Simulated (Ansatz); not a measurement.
# SnO: equation of state

One table from this session's results is given with a row withheld; the runs are named, their logs left out.

Program: Ansatz 0.2.0. Level of theory: DFT PBE, scalar-relativistic. These are calculated values, not measurements.

### The system as given

The structure is tetragonal, space group P4/nmm (No. 129). The conventional cell has a = 3.802 Å, b = 3.802 Å, c = 4.836 Å, α = 90.00°, β = 90.00°, γ = 90.00°. Around Sn (site symmetry 4mm) lie 4 O at 2.22 Å. O (site symmetry -4m2) is surrounded by 4 Sn at 2.22 Å.

As a file:

```xyz
4
Lattice="3.8020 0.0000 0.0000 0.0000 3.8020 0.0000 0.0000 0.0000 4.8360" Properties=species:S:1:pos:R:3 pbc="T T T"
Sn    0.0000    1.9010    1.1534
Sn    1.9010    0.0000    3.6826
O     0.0000    0.0000    0.0000
O     1.9010    1.9010    0.0000
```

Atoms are numbered in the order of the input: Sn1, Sn2, O3, O4.

Set-up of the first run:

Contents of input.yaml:

```yaml
crystal:
  lattice:
    - [3.7506153226, 0.0, 0.0]
    - [0.0, 3.7506153226, 0.0]
    - [0.0, 0.0, 4.7706406366]
  atoms:
    - { symbol: Sn, position: [0.0, 0.5, 0.2385] }
    - { symbol: Sn, position: [0.5, 0.0, 0.7615] }
    - { symbol: O, position: [0.0, 0.0, 0.0] }
    - { symbol: O, position: [0.5, 0.5, 0.0] }
kpoints:
  mp_grid: { grid: [8, 8, 6] }
  band_path:
    path:
      - [0.0, 0.0, 0.0]
      - [0.0, 0.5, 0.0]
      - [0.5, 0.5, 0.0]
      - [0.0, 0.0, 0.0]
      - [0.0, 0.0, 0.5]
      - [0.0, 0.5, 0.5]
      - [0.5, 0.5, 0.5]
      - [0.0, 0.0, 0.5]
      - [0.0, 0.5, 0.0]
    npoints: 5
scf:
  occupations: { method: fermi_dirac, width: 0.01 }
hamiltonian:
  xc: pbe
  pseudopotentials: { kind: all_electron, lapw: { basis_error: 0.001 } }
output:
  forces: true
  stress: true
  eigenvalues: true
```

On the command line:

```sh
$ ansatz run input.yaml --threads 1 --pin off --max-ram 4096MiB --backend cpu --events-out ev --progress --plain --runs-dir out
```

Steps of the session up to this table: Volume × 0.96, LAPW; Volume × 0.96, PAW; Volume × 0.96, crystal datasets; Volume × 0.99, LAPW; Volume × 0.99, PAW; Volume × 0.99, crystal datasets; Volume × 1.02, LAPW; Volume × 1.02, PAW; Volume × 1.02, crystal datasets; Volume × 1.06, LAPW; Volume × 1.06, PAW; Volume × 1.06, crystal datasets.

One table of the session follows, with a row left open; its other results are not shown here.

It belongs to the step «Fits». 

```
          method  volume (Å³/atom)  pressure (GPa)  largest force (eV/Å)
            LAPW            16.777            8.70                 0.972
            LAPW            17.302               ?                     ?
            LAPW            17.826            2.22                 0.068
            LAPW            18.525           -1.15                 0.416
             PAW            16.777            8.73                 0.976
             PAW            17.302            5.22                 0.508
             PAW            17.826            2.25                 0.072
             PAW            18.525           -1.12                 0.412
crystal datasets            16.777            8.70                 0.973
crystal datasets            17.302            5.18                 0.503
crystal datasets            17.826            2.22                 0.068
crystal datasets            18.525           -1.15                 0.416
```

Q: Estimate the row for LAPW, 17.302 from the others.

As computed: pressure (GPa): 5.19; largest force (eV/Å): 0.503. In the column «pressure (GPa)» it lies between crystal datasets, 17.302 (5.18) and PAW, 17.302 (5.22).

Caveats from the session: Shape and positions are held, so a fully relaxed modulus can be lower. Warnings in the runs' records: gradients without spin orbit, crystal datasets made.
